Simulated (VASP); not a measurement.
Wanted: the native input for a VASP 6.6.1 run.

- Task: single point
- Functional: PBE
- Potentials or basis: VASP PAW PBE potentials, release 64 (Sb, Ga_d)
- Cutoff: 520 eV
- k mesh: 8 × 8 × 8
- Occupations: gaussian, width 0.026 eV
- Spin: no spin polarisation
- Further INCAR settings: ALGO = Normal; EDIFF = 1e-06; NBANDS = 16

The structure of GaSb lies in POSCAR:

```
GaSb
1.0
    0.0000000000      3.0590000000      3.0590000000
    3.0590000000      0.0000000000      3.0590000000
    3.0590000000      3.0590000000      0.0000000000
Sb Ga
1 1
Direct
    0.7500000000      0.7500000000      0.7500000000
    0.0000000000      0.0000000000      0.0000000000
```

The input as run:

INCAR

```
PREC     = Accurate       # precision mode
ENCUT    = 520            # plane-wave cutoff, eV
EDIFF    = 1E-6           # SCF threshold, eV
ISMEAR   = 0              # smearing method
SIGMA    = 0.026000000000000002 # smearing width, eV
LREAL    = F              # projectors in reciprocal space
LASPH    = T              # aspherical terms in the spheres
NELM     = 60             # most SCF steps
ALGO     = Normal         # electronic algorithm
ISIF     = 2              # what is computed and relaxed
LWAVE    = F              # write WAVECAR
LCHARG   = F              # write CHGCAR
GGA      = PE             # functional
NBANDS   = 16             # bands
```

KPOINTS

```
regular mesh
0
Gamma
  8 8 8
```

Potentials or basis: VASP PAW PBE potentials, release 64 (Sb, Ga_d).

The run is started by

```bash
$ cat potpaw_PBE.64/Sb/POTCAR potpaw_PBE.64/Ga_d/POTCAR > POTCAR
$ mpirun -np 1 vasp_std > vasp.out
```

Results of the run:

```yaml
Pressure: 2.4 GPa
Band_gap_on_the_k_mesh: 0.04 eV, direct
```

Caveat: spin-orbit coupling is left out, which moves the levels of the heavy elements.

Wall time 20 s on 1 thread of Intel(R) Xeon(R) Platinum 8488C (Sapphire Rapids) (shared host), peak memory 0.18 GiB.
